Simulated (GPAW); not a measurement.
Crystal: Ir.

```xyz
1
Lattice="0.0000 1.9156 1.9156 1.9156 0.0000 1.9156 1.9156 1.9156 0.0000" Properties=species:S:1:pos:R:3 pbc="T T T"
Ir    0.0000    0.0000    0.0000
```

```yaml
Program: GPAW 26.7.0
Task: relaxation of cell and atoms
Functional: PBEsol
Dispersion: D3(BJ)+ATM
Potentials_or_basis: PAW data sets generated in the run's folder for this functional
Cutoff: 600 eV
Basis: pw
k_mesh: 12 × 12 × 12
Occupations: fermi-dirac, width 0.05 eV
Spin: no spin polarisation
```

At the start: pressure -7.9 GPa; volume 14.06 Å³/atom.

Question: Where does the relaxation end?

Answer: Over 3 steps the energy falls by 7.0 meV/atom and the volume is 13.78 Å³/atom (-2.0 %); space group Fm-3m (No. 225, to 0.05 Å).

The path:
```tsv
step	energy change (eV)	largest force (eV/Å)	pressure (GPa)	volume (Å³)
1	0.0000	0.0000	-7.93	14.06
2	-0.0053	0.0000	3.92	13.65
3	-0.0070	0.0000	-0.12	13.78
```

Final structure:
```
CELL_PARAMETERS angstrom
0.00000 1.90279 1.90279
1.90279 0.00000 1.90279
1.90279 1.90279 0.00000
ATOMIC_POSITIONS crystal
Ir 0.00000 0.00000 0.00000
```

Caveat: later steps reuse the first step's grids; pairwise dispersion overbinds metals, which lowers pressure and volume.
